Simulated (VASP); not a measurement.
# TePb (Fm-3m) in VASP: further runs

The runs below take TePb through relaxation of the atoms, relaxation of cell and atoms, with r2SCAN, PBEsol.

All numbers are computed with VASP 6.6.1; they aren't measurements. Logs are shortened: lines on timing, memory, paths and dates and some standing lists are left out, and cuts for length are marked.

**Experimental background.**

From a printed reference work, monograph, for a bulk crystal of TePb at 4.2 K: band gap 0.19 eV (direct).

The results are compared with them further down.

## 1. The crystal as given

The structure is cubic, space group Fm-3m (No. 225). The conventional cell has a = 6.535 Å, b = 6.535 Å, c = 6.535 Å, α = 90.00°, β = 90.00°, γ = 90.00°. Te (site symmetry m-3m) has 6 Pb at 3.27 Å as nearest neighbours. Pb (site symmetry m-3m) is surrounded by 6 Te at 3.27 Å.

## 2. Relaxation of the atoms, r2SCAN

INCAR reads:

```
SYSTEM = TePb
PREC = Accurate
ENCUT = 600
EDIFF = 1E-7
ISMEAR = 0
SIGMA = 0.03
LREAL = .False.
LASPH = .True.
NELM = 80
ALGO = Normal
ISIF = 2
LWAVE = .False.
LCHARG = .False.
METAGGA = R2SCAN
LMIXTAU = .True.
IBRION = 2
NSW = 40
EDIFFG = -0.01
```

KPOINTS reads:

```
Automatic mesh
0
Gamma
  8 8 8
  0 0 0
```

POSCAR reads:

```
TePb                                    
1.0
    0.0000000000      3.2676419678      3.2676419678
    3.2676419678      0.0000000000      3.2676419678
    3.2676419678      3.2676419678      0.0000000000
  Te              Pb            
     1     1
Direct
     0.5000000000000000    0.5000000000000000    0.5000000000000000
     0.0000000000000000    0.0000000000000000    0.0000000000000000
```

Potentials or basis: VASP PAW PBE potentials, release 64 (Te, Pb_d).

Command:

```sh
> cat potpaw_PBE.64/Te/POTCAR potpaw_PBE.64/Pb_d/POTCAR > POTCAR
> mpirun -np 1 vasp_std > vasp.out
```

OUTCAR:

```text
SYSTEM = TePb
   PREC = Accurate
   ENCUT = 600
   EDIFF = 1E-7
   ISMEAR = 0
   LREAL = .False.
   LASPH = .True.
   NELM = 80
   ISIF = 2
   METAGGA = R2SCAN
   IBRION = 2
   NSW = 40
   EDIFFG = -0.01

 ion  position               nearest neighbor table
   1  0.500  0.500  0.500-   2 3.27   2 3.27   2 3.27   2 3.27   2 3.27   2 3.27
   2  0.000  0.000  0.000-   1 3.27   1 3.27   1 3.27   1 3.27   1 3.27   1 3.27

  LATTYP: Found a face centered cubic cell.
 ALAT       =     6.5352839356

  Lattice vectors:

 A1 = (   0.0000000000,   3.2676419678,   3.2676419678)
 A2 = (   3.2676419678,   0.0000000000,   3.2676419678)
 A3 = (   3.2676419678,   3.2676419678,   0.0000000000)

Analysis of symmetry for initial positions (statically):
=====================================================================
 Subroutine PRICEL returns:
 Original cell was already a primitive cell.

 Routine SETGRP: Setting up the symmetry group for a
 face centered cubic supercell.

 Subroutine GETGRP returns: Found 48 space group operations
 (whereof 48 operations were pure point group operations)
 out of a pool of 48 trial point group operations.

The static configuration has the point symmetry O_h .

Analysis of symmetry for dynamics (positions and initial velocities):
=====================================================================
 Subroutine PRICEL returns:
 Original cell was already a primitive cell.

 Routine SETGRP: Setting up the symmetry group for a
 face centered cubic supercell.

 Subroutine GETGRP returns: Found 48 space group operations
 (whereof 48 operations were pure point group operations)
 out of a pool of 48 trial point group operations.

The dynamic configuration has the point symmetry O_h .

 Subroutine INISYM returns: Found 48 space group operations
 (whereof 48 operations are pure point group operations),
 and found     1 'primitive' translations

----------------------------------------------------------------------------------------

                                     Primitive cell

  volume of cell :      69.7804

  direct lattice vectors                    reciprocal lattice vectors
     0.000000000  3.267641968  3.267641968    -0.153015540  0.153015540  0.153015540
     3.267641968  0.000000000  3.267641968     0.153015540 -0.153015540  0.153015540
     3.267641968  3.267641968  0.000000000     0.153015540  0.153015540 -0.153015540

  length of vectors
     4.621143588  4.621143588  4.621143588     0.265030690  0.265030690  0.265030690

  position of ions in fractional coordinates (direct lattice)
     0.500000000  0.500000000  0.500000000
     0.000000000  0.000000000  0.000000000

  ion indices of the primitive-cell ions
   primitive index   ion index
                 1           1
                 2           2

----------------------------------------------------------------------------------------

 KPOINTS: Automatic mesh

Automatic generation of k-mesh.
 Grid dimensions read from file:
 generate k-points for:    8    8    8

 Generating k-lattice:

  Cartesian coordinates                     Fractional coordinates (reciprocal lattice)
    -0.019126942  0.019126942  0.019126942     0.125000000  0.000000000  0.000000000
     0.019126942 -0.019126942  0.019126942     0.000000000  0.125000000  0.000000000
     0.019126942  0.019126942 -0.019126942     0.000000000  0.000000000  0.125000000

  Length of vectors
     0.033128836  0.033128836  0.033128836

  Shift w.r.t. Gamma in fractional coordinates (k-lattice)
     0.000000000  0.000000000  0.000000000

 Subroutine IBZKPT returns following result:
 ===========================================

 Found     29 irreducible k-points:

 Following reciprocal coordinates:
            Coordinates               Weight
  0.000000  0.000000  0.000000      1.000000
  0.125000  0.000000  0.000000      8.000000
  0.250000  0.000000  0.000000      8.000000
  0.375000  0.000000  0.000000      8.000000
  0.500000  0.000000  0.000000      4.000000
  0.125000  0.125000  0.000000      6.000000
[... 16 lines left out ...]
  0.500000  0.250000  0.125000     48.000000
 -0.375000  0.250000  0.125000     24.000000
 [... further k-points ...]
   k-points           NKPTS =     29   k-points in BZ     NKDIM =     29   number of bands    NBANDS=     14
   number of dos      NEDOS =    301   number of ions     NIONS =      2
   total plane-waves  NPLWV =  64000
   dimension x,y,z NGX =    40 NGY =   40 NGZ =   40
   dimension x,y,z NGXF=    80 NGYF=   80 NGZF=   80
   ions per type =               1   1
   NGX,Y,Z   is equivalent  to a cutoff of  14.39, 14.39, 14.39 a.u.
   NGXF,Y,Z  is equivalent  to a cutoff of  28.78, 28.78, 28.78 a.u.
 SYSTEM =  TePb
   PREC   = accura    normal or accurate (medium, high low for compatibility)
   ISTART =      0    job   : 0-new  1-cont  2-samecut
   ICHARG =      2    charge: 1-file 2-atom 10-const
   ISPIN  =      1    spin polarized calculation?
   LNONCOLLINEAR =      F non collinear calculations
   LSORBIT =      F    spin-orbit coupling
   LASPH  =      T    aspherical Exc in radial PAW
   ENCUT  =  600.0 eV  44.10 Ry    6.64 a.u.   9.23  9.23  9.23*2*pi/ulx,y,z
   NELM   =     80;   NELMIN=  2; NELMDL= -5     # of ELM steps
   EDIFF  = 0.1E-06   stopping-criterion for ELM
   LREAL  =      F    real-space projection
   EDIFFG = -.1E-01   stopping-criterion for IOM
   NSW    =     40    number of steps for IOM
   IBRION =      2    ionic relax: 0-MD 1-quasi-New 2-CG
   NFREE  =      1    steps in history (QN), initial steepest desc. (CG)
   ISIF   =      2    stress and relaxation
   ISYM   =      2    0-nonsym 1-usesym 2-fastsym
   POTIM  = 0.5000    time-step for ionic-motion
   TEBEG  =    0.0;   TEEND  =   0.0 temperature during run
   PSTRESS=    0.0 pullay stress
   NELECT =      20.0000    total number of electrons
   NUPDOWN=      -1.0000    fix difference up-down
   EMIN   =  10.00;   EMAX   =-10.00  energy-range for DOS
   EFERMI =   0.00;   METHOD = LEGACY
   ISMEAR =     0;   SIGMA  =   0.03  broadening in eV -4-tet -1-fermi 0-gaus
   EFERMI_NEDOS =   21; number of points for ismear=-14 and -15
   IALGO  =     38    algorithm
   IMIX   =      4    mixing-type and parameters
     AMIX     =   0.40;   BMIX     =  1.00
     AMIX_MAG =   1.60;   BMIX_MAG =  1.00
  volume/ion in A,a.u.               =      34.89       235.45
  Fermi-wavevector in a.u.,A,eV,Ry     =   1.079378  2.039729 15.851571  1.165058
  Thomas-Fermi vector in A             =   2.215342
   LORBIT       =      0    0 simple, 1 ext, 2 COOP (PROOUT), +10 PAW based schemes
   METAGGA = R2SCAN    functional components
   LHFCALC =     F    Hartree Fock is set to
   AEXX    =    0.0000 exact exchange contribution
   IVDW    =     0    specifies the selected vdW correction
   LEPSILON=     F    determine dielectric tensor
   LRPA    =     F    only Hartree local field effects (RPA)
 conjugate gradient relaxation of ions
 non-spin polarized calculation
 Gauss-broadening in eV      SIGMA  =   0.03
  energy-cutoff  :      600.00
  volume of cell :       69.78
 maximum number of plane-waves:      2346
 NGX is ok and might be reduce to    40
   NGX = 19   NGY = 19   NGZ = 19

 number of electron      20.0000001 magnetization

 Free energy of the ion-electron system (eV)
  ---------------------------------------------------
  ext. energy  EPLUGINS =         0.00000000
  ---------------------------------------------------
  free energy    TOTEN  =       -82.70666373 eV

  energy without entropy =      -82.70666373  energy(sigma->0) =      -82.70666373

 E-fermi :   5.2756     XC(G=0):  -9.6533

 val. band max:        5.0690390304   @ k =   0.5000   0.0000   0.0000
 cond. band min:       6.1624544458   @ k =   0.5000   0.0000   0.0000
 fundamental gap:      1.0934154153
 Fermi energy:         5.2755874017

 k-point     1 :       0.0000    0.0000    0.0000
  band No.  band energies     occupation
      1     -12.2464      2.00000
      2     -12.2464      2.00000
      3     -12.2373      2.00000
      4     -12.2373      2.00000
      5     -12.2373      2.00000
      6      -7.1527      2.00000
      7      -0.6495      2.00000
      8       3.7159      2.00000
      9       3.7159      2.00000
     10       3.7159      2.00000
     11       9.3868      0.00000
     12       9.3868      0.00000
     13       9.3868      0.00000
     14      11.3364      0.00000

 k-point     2 :       0.1250    0.0000    0.0000
  band No.  band energies     occupation
      1     -12.2481      2.00000
      2     -12.2481      2.00000
      3     -12.2369      2.00000
      4     -12.2354      2.00000
      5     -12.2354      2.00000
      6      -7.0185      2.00000
      7      -1.0882      2.00000
      8       3.7576      2.00000
      9       3.7576      2.00000
     10       3.9685      2.00000
     11       8.6460      0.00000
     12       8.7900      0.00000
     13       8.7900      0.00000
     14      11.1793      0.00000

 k-point     3 :       0.2500    0.0000    0.0000
  band No.  band energies     occupation
      1     -12.2531      2.00000
      2     -12.2531      2.00000
      3     -12.2360      2.00000
      4     -12.2301      2.00000
      5     -12.2301      2.00000
      6      -6.6332      2.00000
      7      -2.0712      2.00000
      8       3.8837      2.00000
      9       3.8837      2.00000
     10       4.4400      2.00000
     11       7.4858      0.00000
     12       7.7545      0.00000
     13       7.7545      0.00000
     14      11.4892      0.00000

 k-point     4 :       0.3750    0.0000    0.0000
  band No.  band energies     occupation
      1     -12.2583      2.00000
      2     -12.2583      2.00000
      3     -12.2353      2.00000
      4     -12.2245      2.00000
      5     -12.2245      2.00000
      6      -6.0828      2.00000
      7      -3.1062      2.00000
      8       4.0656      2.00000
      9       4.0656      2.00000
     10       4.8514      2.00000
     11       6.5693      0.00000
     12       6.9143      0.00000
     13       6.9143      0.00000
     14      12.5789      0.00000

 k-point     5 :       0.5000    0.0000    0.0000
  band No.  band energies     occupation
      1     -12.2604      2.00000
      2     -12.2604      2.00000
      3     -12.2350      2.00000
      4     -12.2222      2.00000
      5     -12.2222      2.00000
      6      -5.7305      2.00000
      7      -3.6378      2.00000
      8       4.1693      2.00000
      9       4.1693      2.00000
     10       5.0690      2.00000
     11       6.1625      0.00000
[... 276 lines left out ...]
 k-point    22 :       0.3750    0.2500    0.1250
  band No.  band energies     occupation
      1     -12.2669      2.00000
      2     -12.2477      2.00000
      3     -12.2381      2.00000
      4     -12.2266      2.00000
      5     -12.2255      2.00000
      6      -6.3168      2.00000
      7      -2.3472      2.00000
      8       2.6397      2.00000
      9       3.6477      2.00000
     10       4.0655      2.00000
     11       7.4861      0.00000
     12       8.0078      0.00000
     13       9.5930      0.00000
     14      10.6884      0.00000

 k-point    23 :       0.5000    0.2500    0.1250
  band No.  band energies     occupation
      1     -12.2720      2.00000
      2     -12.2518      2.00000
      3     -12.2349      2.00000
      4     -12.2253      2.00000
      5     -12.2218      2.00000
      6      -5.8308      2.00000
      7      -3.0154      2.00000
      8       2.3145      2.00000
      9       3.0084      2.00000
     10       4.3630      2.00000
     11       7.0523      0.00000
     12       8.3578      0.00000
     13       9.5991      0.00000
     14      11.2986      0.00000

 k-point    24 :      -0.3750    0.2500    0.1250
  band No.  band energies     occupation
      1     -12.2736      2.00000
      2     -12.2541      2.00000
      3     -12.2317      2.00000
      4     -12.2269      2.00000
      5     -12.2199      2.00000
      6      -5.5448      2.00000
      7      -3.3806      2.00000
      8       2.3656      2.00000
      9       2.5664      2.00000
     10       4.5962      2.00000
     11       6.6803      0.00000
     12       8.8790      0.00000
     13       9.2882      0.00000
     14      12.3483      0.00000

 [... further k-points ...]
[... 5 lines left out ...]
  --------------------------------------------------------------------------------------
  -------------------------------------------------------------------------------------
  Total        0.0046273      0.0046273      0.0046273     -0.0000000      0.0000000      0.0000000
  in kB        0.1062444      0.1062444      0.1062444     -0.0000000      0.0000000      0.0000000
  external PRESSURE =       0.1062444 kB  Pullay stress =       0.0000000 kB

 VOLUME and BASIS-vectors are now :
 -----------------------------------------------------------------------------
  energy-cutoff  :      600.00
  volume of cell :       69.78
      direct lattice vectors                 reciprocal lattice vectors
     0.000000000  3.267641968  3.267641968    -0.153015540  0.153015540  0.153015540
     3.267641968  0.000000000  3.267641968     0.153015540 -0.153015540  0.153015540
     3.267641968  3.267641968  0.000000000     0.153015540  0.153015540 -0.153015540

 POSITION                                       TOTAL-FORCE (eV/Angst)
 -----------------------------------------------------------------------------------
      3.26764      3.26764      3.26764        -0.000000     -0.000000      0.000000
      0.00000      0.00000      0.00000         0.000000      0.000000     -0.000000
 -----------------------------------------------------------------------------------
    total drift:                                0.000000     -0.000000     -0.000000

  FREE ENERGIE OF THE ION-ELECTRON SYSTEM (eV)
  ---------------------------------------------------
  free  energy   TOTEN  =       -82.7066637261 eV

  energy  without entropy=      -82.7066637261  energy(sigma->0) =      -82.70666373

 reached required accuracy - stopping structural energy minimisation
```

Wall time 2.5 min (1 thread of Intel Xeon Platinum 8488C (Sapphire Rapids), shared host); peak memory 0.28 GiB.

What came out:

```
Free energy             : -82.7067 eV
Pressure after relaxing : 0.0 GPa
Band gap on the k mesh  : 1.09 eV, direct
```

Final structure:
```
Te Pb
1.0
     0.00000    3.26764    3.26764
     3.26764    0.00000    3.26764
     3.26764    3.26764    0.00000
Te Pb
1 1
Direct
  0.50000 0.50000 0.50000
  0.00000 0.00000 0.00000
```

Levels at points of the mesh, in eV from the valence-band top:
```csv
k point,band 6,band 7,band 8,band 9,band 10,band 11,band 12,band 13,band 14
"(0.00, 0.00, 0.00)",-12.22,-5.72,-1.35,-1.35,-1.35,4.32,4.32,4.32,6.27
"(0.50, 0.00, 0.00)",-10.80,-8.71,-0.90,-0.90,0.00,1.09,1.51,1.51,8.91
"(0.50, 0.50, 0.00)",-10.56,-7.44,-4.41,-2.76,-2.76,3.74,5.71,5.71,6.97
```

Caveat: the relaxation stopped at its first step, so nothing moved; the PAW data sets were made with another functional, which shifts forces and pressure a little; spin-orbit coupling is left out, which as a rule narrows the gap of such compounds by several tenths of an eV.

(Part 1 of 3 ends here.)
